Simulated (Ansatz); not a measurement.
BaTiO₃, DFT, PBE, all-electron LAPW, scalar-relativistic (Ansatz 0.2.0), run on 2 threads of Arm Neoverse V2 on a shared host.

The cell is COD entry 2100860, as deposited and not checked against the literature; nothing was relaxed. The listed cell was then made from it by scaling, straining or moving an atom.

Command: `ansatz run input.yaml --threads 2 --pin off --max-ram 6144MiB --backend cpu --events-out ev --progress --plain --runs-dir out`

```yaml
crystal:
  lattice:
    - [3.9998, 0.0, 0.0]
    - [0.0, 3.9998, 0.0]
    - [0.0, 0.0, 4.05818]
  atoms:
    - { symbol: Ba, position: [0.0, 0.0, 0.0] }
    - { symbol: Ti, position: [0.5, 0.5, 0.5] }
    - { symbol: O, position: [0.5, 0.5, 0.0] }
    - { symbol: O, position: [0.5, 0.0, 0.5] }
    - { symbol: O, position: [0.0, 0.5, 0.5] }
kpoints:
  mp_grid: { grid: [7, 7, 7] }
  band_path:
    path:
      - [0.0, 0.0, 0.0]
      - [0.0, 0.5, 0.0]
      - [0.5, 0.5, 0.0]
      - [0.0, 0.0, 0.0]
      - [0.0, 0.0, 0.5]
      - [0.0, 0.5, 0.5]
      - [0.5, 0.5, 0.5]
      - [0.0, 0.0, 0.5]
      - [0.0, 0.5, 0.0]
    npoints: 5
scf:
  occupations: { method: fermi_dirac, width: 0.03 }
hamiltonian:
  xc: pbe
  pseudopotentials: { kind: all_electron, lapw: { basis_error: 0.001 } }
output:
  forces: true
  stress: true
  eigenvalues: true
```

(1) How large is the problem that the program sets up?

(2) Estimate the wall time and the peak memory.

Results:

(1) 40 irreducible k-points, 1141 plane waves at Γ, 44 bands.

(2) 39 s of wall time for 13 SCF iterations, with a peak of 0.64 GiB. Times on shared machines scatter by tens of per cent.
